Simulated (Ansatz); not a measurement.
Runs of Ansatz 0.2.0 on PbS (Galena). Symmetry: Fm-3m, No. 225, cubic system. The conventional cell has a = 5.931 Å, b = 5.931 Å, c = 5.931 Å, α = 90.00°, β = 90.00°, γ = 90.00°. Pb (site symmetry m-3m) has 6 S at 2.97 Å as nearest neighbours. S (site symmetry m-3m) is surrounded by 6 Pb at 2.97 Å. 

| task | level | potentials or basis | spin | cell | k mesh | cutoff (eV) | smearing | other keys | mesh quality | gap on the mesh (eV) | pressure (GPa) |
| --- | --- | --- | --- | --- | --- | --- | --- | --- | --- | --- | --- |
| atomic charges | r2SCAN-EpsX | Ansatz PAW | off | volume scaled by 1.04 | 5 × 5 × 5 | 500 | methfessel-paxton 0.05 eV | scf.initial_density.chi_scale = 0.1 | not flagged | - | -1.2 |
| single point | HSE06 | Ansatz NC with PseudoDojo standard (PBE files) | off | volume scaled by 1.08 | 4 × 4 × 4 | 850 | gaussian 0.02 eV | basis.ecutrho_ratio = 6 | coarse | (b) | -2.4 |
| single point | HSE06 | Ansatz PAW | SOC, no magnetisation | as given | 5 × 5 × 5 | 420 | fixed | - | not flagged | - | 0.5 |
| atomic charges | r2SCAN50+D3(BJ) | Ansatz NC | off | as given | 4 × 4 × 4 | 850 | fixed | basis.ecutrho_ratio = 12; basis.xc_grid = 1; … | coarse | 2.45 | 0.7 |
| ladder of functionals | r2SCAN | Ansatz PAW | SOC, no magnetisation | as given | 8 × 8 × 8 | 500 | methfessel-paxton 0.1 eV | - | not flagged | (a) | 0.9 |

Estimate the missing entries.

(a) 0.11; (b) 1.07.

Caveats: some runs use coarse meshes; the thresholds are loose for stress (some runs); the PAW data sets come from PBE, with cores solved anew for the run's functional, which leaves a small shift of forces and pressure (some runs); the potentials were made for another functional, which shifts forces and pressure (some runs); spin-orbit coupling is left out, which as a rule narrows the gap of such compounds by several tenths of an eV (some runs); the dispersion damping was fitted for another functional or another form of the correction (some runs).

A k mesh can miss the band edges, and rows without SOC leave out spin-orbit coupling on Pb.

Runs at the PBE level aren't shown here.
